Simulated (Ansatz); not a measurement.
A 2-atom cell of MgTe (F-43m) from a materials database (r2SCAN geometry), in Ansatz:

```cif
data_structure
_symmetry_space_group_name_H-M 'P 1'
_symmetry_Int_Tables_number 1
_cell_length_a 4.5723
_cell_length_b 4.5723
_cell_length_c 4.5723
_cell_angle_alpha 60.000
_cell_angle_beta 60.000
_cell_angle_gamma 60.000
_cell_volume 67.59
loop_
_atom_site_label
_atom_site_type_symbol
_atom_site_fract_x
_atom_site_fract_y
_atom_site_fract_z
_atom_site_occupancy
Mg1 Mg 0.00000 0.00000 0.00000 1
Te1 Te 0.75000 0.75000 0.75000 1
```

G0W0@PBE with 254 empty bands, a screening cutoff of 140 eV and a 4×4×4 mesh (PAW, contour deformation) gives 3.610 eV over the mesh points, from a PBE gap of 2.411 eV; it sums over 267 bands with 259 plane waves in the screening and a wave cutoff of 420 eV. No extrapolation in bands, cutoff or mesh was made for G0W0. Spin-unpolarised throughout; all numbers are computed.

**Question.** Estimate the gap with starting point LDA.

**Answer.** 3.462 eV (-0.148 eV), from a Kohn-Sham gap of 2.168 eV.

**Question.** Another run gave a Kohn-Sham gap of 2.411 eV and a G0W0 gap of 3.633 eV, summing over 480 bands with 459 plane waves in the screening and a wave cutoff of 420 eV. What was changed?

**Answer.** Empty bands 467, screening cutoff 210 eV. The counts of bands and plane waves show it.

Spin-orbit coupling is left out, which matters wherever the heavy atoms make up the band edges.
